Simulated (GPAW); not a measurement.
The system is MnO.

```
Mn O
1.0
     0.00000    2.22391    2.22391
     2.22391    0.00000    2.22391
     2.22391    2.22391    0.00000
Mn O
1 1
Direct
  0.00000 0.00000 0.00000
  0.50000 0.50000 0.50000
```

The cell is a database's computed one.

Base run:

| Item | Value |
| --- | --- |
| Program | GPAW 26.7.0 |
| Functional | PBEsol |
| Potentials or basis | PAW data sets generated in the run's folder for this functional |
| Cutoff | 800 eV |
| Basis | pw |
| k mesh | 10 × 10 × 10 |
| Occupations | fermi-dirac, width 0.05 eV |
| Spin | collinear spin, ferromagnetic start |
| Starting moments | [4.0, 0.0] μB |
| Hubbard terms | Mn d U = 4 eV |

Its results: pressure 3.5 GPa; net moment 5.00 μB per cell; site moments Mn +4.52; O +0.13 μB.

**Question.** The run is repeated on the same cell with these changes: hubbard terms from Mn d U = 4 eV to Mn d U = 3 eV. What comes out?

**Answer.** Pressure 2.7 GPa; net moment 5.00 μB per cell; site moments Mn +4.49; O +0.14 μB.

Caveats: a cell with one magnetic atom can't hold antiferromagnetic order, which such compounds often take.

Not every run made on this cell is shown here.
